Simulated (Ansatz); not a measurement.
# SiO2 — field gradients at the nuclei

The cell is a Materials Project structure (computed, not necessarily an observed phase), atoms as given.

Space group P6_522 (No. 179); a = 7.3006, c = 7.0051 Å, γ = 120.00°.

| site | Wyckoff | site symmetry | x | y | z |
| --- | --- | --- | --- | --- | --- |
| Si | 6b | ..2 | 0.5339 | 0.7669 | 0.4167 |
| O7 | 6b | ..2 | 0.6123 | 0.3877 | 0.0833 |
| O8 | 6a | .2. | 0.0000 | 0.6829 | 0.1667 |

One atom of each set is listed.

Method: Kohn–Sham DFT in Ansatz, r2SCAN, plane waves and PAW (field gradients read without the response of the frozen cores, which leaves them typically 4 to 6 % off), scalar-relativistic, 500 eV cutoff, Γ-centred 4×4×3 k-points, Fermi–Dirac smearing 0.02 eV.

Conventions: |V_zz| ≥ |V_yy| ≥ |V_xx|, η = (V_xx − V_yy)/V_zz, C_Q = eQV_zz/h.

¹⁷O: I = 5/2, Q = -25.58 mb. Quadrupole moments are those of Pyykkö's year-2017 table.

```csv
site,atoms,first shell,V_zz (10²¹ V/m²),η,C_Q (MHz)
Si,6,4 O at 1.60 Å,-0.37,0.06,–
O7,6,"2 Si at 1.60 Å, angle 176°",10.44,0.01,-6.46
O8,6,"2 Si at 1.60 Å, angle 163°",10.32,0.03,-6.38
```

At O7 and O8 V_zz points along the line of its two bonds (within 1°) in each case.

Si has no stable isotope with a ground-state quadrupole moment in the table, so no C_Q is given.
